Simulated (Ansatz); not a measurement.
Space group Pm-3m (No. 221). a = 3.948 Å, b = 3.948 Å, c = 3.948 Å, α = 90.00°, β = 90.00°, γ = 90.00°
```json
{"atom": "Ti", "site": "1a", "symmetry": "m-3m", "x": "0.0000", "y": "0.0000", "z": "0.0000"}
{"atom": "Pt", "site": "3c", "symmetry": "4/mm.m", "x": "0.0000", "y": "0.5000", "z": "0.5000"}
```

Equation of state of this TiPt₃ structure (not necessarily the ground state), with shape and atoms relaxed at each volume where symmetry leaves them free. It has no gap at any of these volumes. These are results of DFT PBE, scalar-relativistic, plane waves, PAW (Ansatz 0.2.0), not measurements.

Cutoff 420 eV; k points 10×10×10 on the computed 4-atom cell (Γ-centred); Gaussian smearing, width 0.10 eV; no spin polarisation.

```
V (Å³/atom) E − E(largest V) (meV/atom) P (GPa)
     13.540                       116.35    41.42
     14.001                        16.82    28.10
     14.463                       -47.59    16.98
     14.925                       -82.73     7.71
     15.386                       -93.43    -0.04
     15.848                       -83.75    -6.49
     16.309                       -57.09   -11.86
     16.925                         0.00   -17.63
```

Q: Fit a third-order Birch–Murnaghan equation to E(V).

A: V0 = 15.38 Å³/atom, B0 = 235 GPa, B0' = 5.0.

Spin-orbit coupling is left out, which matters for the bands of heavy elements.